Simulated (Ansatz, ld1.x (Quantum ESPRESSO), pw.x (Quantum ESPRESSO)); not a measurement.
**From atom to crystal: TM potential for niobium (Nb)**

- Element: Nb (Z = 41)
- Generator: ld1.x (Quantum ESPRESSO) 7.5
- Type: norm-conserving Troullier–Martins (Kleinman–Bylander form)
- Functional: PBE
- Relativity: scalar-relativistic
- Frozen core: [Kr]
- Valence charge: 5
- Reference configuration: 4d4.5 5s0.5 5p0
- Partial waves: 5p (bound, empty): rc 4.20 bohr; 4d (bound): rc 1.80 bohr; 5s (bound): rc 2.50 bohr
- Local potential: the s channel
- Core correction: Bessel-smoothed model core inside 1.75 bohr

Atomic tests: cutoffs needed: 35 Ry and 45 Ry (the cutoffs (Ry, on a coarse ladder) from which the occupation-weighted sum of valence levels, in a spherical-Bessel basis at the reference potential, stays within 10 and 1 mRy of its value at 400 Ry); ghost test: no extra level below or beside the all-electron valence levels (p, d, s, f tested) (spherical-Bessel basis up to 400 Ry, 20 bohr box); largest excitation error: -2153 meV (all-electron minus pseudo) for 4d1 5s0 5p0, out of 7 test configurations.

Crystal test: fcc Nb in pw.x 7.5, no spin, 13³ k-points, Fermi–Dirac smearing 0.01 Ry, cutoffs 55/220 Ry. The reference is all-electron LAPW (Ansatz 0.2.0) with the same functional, mesh and smearing; V0 and B0 come from Birch–Murnaghan fits to the pressures at five volumes. Errors are pseudo minus all-electron; Δ is the rms difference of the E(V) curves that follow from these fits, minima aligned, over ±6 % about the mean V0. Mesh and smearing are coarse, so the numbers serve the comparison and aren't converged zero-temperature values; the lattice is a test structure that the element need not adopt.

All-electron: a0 = 4.221 Å (V0 = 18.81 Å³/atom), B0 = 163.2 GPa.

Task: How far does the potential miss the all-electron equation of state?

Result: mean pressure error (GPa): +4.83; a0 (Å): 4.260; a0 error (%): +0.92; B0 error (%): +0.0; Δ (meV/atom): 18.9. The largest radius (4.20 bohr) exceeds half the bond length (2.82 bohr), so the spheres overlap, which is one possible source of error among others. This is a poor potential for the solid.

```json
{"V (Å³/atom)": "17.835", "P all-electron (GPa)": "9.53", "P pseudo (GPa)": "15.34"}
{"V (Å³/atom)": "18.305", "P all-electron (GPa)": "4.63", "P pseudo (GPa)": "9.89"}
{"V (Å³/atom)": "18.774", "P all-electron (GPa)": "0.27", "P pseudo (GPa)": "5.05"}
{"V (Å³/atom)": "19.243", "P all-electron (GPa)": "-3.60", "P pseudo (GPa)": "0.74"}
{"V (Å³/atom)": "19.713", "P all-electron (GPa)": "-7.05", "P pseudo (GPa)": "-3.07"}
```

Task: At the middle volume, how do free energy and pressure move when the wave cutoff is lowered (ecutrho kept at four times it)?

Result:

| cutoff (Ry) | shift of F (meV/atom) | shift of P (GPa) |
| --- | --- | --- |
| 25 | +917.0 | -28.21 |
| 33 | +151.8 | -6.96 |
| 44 | +5.2 | -0.48 |

Input at the middle volume:

```
&control
  calculation='scf', prefix='x', pseudo_dir='./', outdir='./tmp', tstress=.true., disk_io='none'
/
&system
  ibrav=0, nat=1, ntyp=1, ecutwfc=55, ecutrho=220, nbnd=9,
  occupations='smearing', smearing='fd', degauss=0.01
/
&electrons
  conv_thr=1e-09, mixing_beta=0.4, electron_maxstep=70
/
ATOMIC_SPECIES
Nb 1.0 Nb.UPF
CELL_PARAMETERS angstrom
  0.00000000 2.10948094 2.10948094
  2.10948094 0.00000000 2.10948094
  2.10948094 2.10948094 0.00000000
ATOMIC_POSITIONS crystal
Nb 0.0000 0.0000 0.0000
K_POINTS automatic
13 13 13 0 0 0
```

```bash
pw.x < Nb.scf.in > Nb.scf.out
```

Lines of the output:

```
Message from routine setup:
     using ibrav=0 with symmetry is DISCOURAGED, use correct ibrav instead
     lattice parameter (alat)  =       5.6375  a.u.
     unit-cell volume          =     126.6932 (a.u.)^3
     number of electrons       =         5.00
     number of Kohn-Sham states=            9
     kinetic-energy cutoff     =      55.0000  Ry
     charge density cutoff     =     220.0000  Ry
     scf convergence threshold =      1.0E-09
     Exchange-correlation= PBE
     number of k points=    84  Fermi-Dirac smearing, width (Ry)=  0.0100
     iteration #  1     ecut=    55.00 Ry     beta= 0.40
     total energy              =     -25.68606095 Ry
     estimated scf accuracy    <       0.13144492 Ry
     iteration #  2     ecut=    55.00 Ry     beta= 0.40
     total energy              =     -25.68161140 Ry
     estimated scf accuracy    <       0.02052131 Ry
     iteration #  3     ecut=    55.00 Ry     beta= 0.40
     total energy              =     -25.68538449 Ry
     estimated scf accuracy    <       0.00012321 Ry
     iteration #  4     ecut=    55.00 Ry     beta= 0.40
     total energy              =     -25.68540824 Ry
     estimated scf accuracy    <       0.00007037 Ry
     iteration #  5     ecut=    55.00 Ry     beta= 0.40
     total energy              =     -25.68542083 Ry
     estimated scf accuracy    <       0.00000096 Ry
     iteration #  6     ecut=    55.00 Ry     beta= 0.40
     total energy              =     -25.68542077 Ry
     estimated scf accuracy    <       0.00000035 Ry
     iteration #  7     ecut=    55.00 Ry     beta= 0.40
     total energy              =     -25.68542083 Ry
     estimated scf accuracy    <          1.3E-09 Ry
     iteration #  8     ecut=    55.00 Ry     beta= 0.40
     the Fermi energy is    10.8293 ev
!    total energy              =     -25.68542083 Ry
     estimated scf accuracy    <          5.5E-10 Ry
     smearing contrib. (-TS)   =      -0.00725976 Ry
     The total energy is F=E-TS. E is the sum of the following terms:
     one-electron contribution =       8.14636093 Ry
     hartree contribution      =       0.17051497 Ry
     xc contribution           =     -19.61825071 Ry
     ewald contribution        =     -14.37678626 Ry
     convergence has been achieved in   8 iterations
          total   stress  (Ry/bohr**3)                   (kbar)     P=       50.47
     Message from routine punch:
     Nothing written, as per user request (disk_io='none')
```

The run at the middle volume (84 k-points, 8 iterations) took about 7.7 s on one core of a shared host (Intel(R) Xeon(R) Platinum 8375C CPU @ 2.90GHz, 128 threads, 992 GiB, load 51).
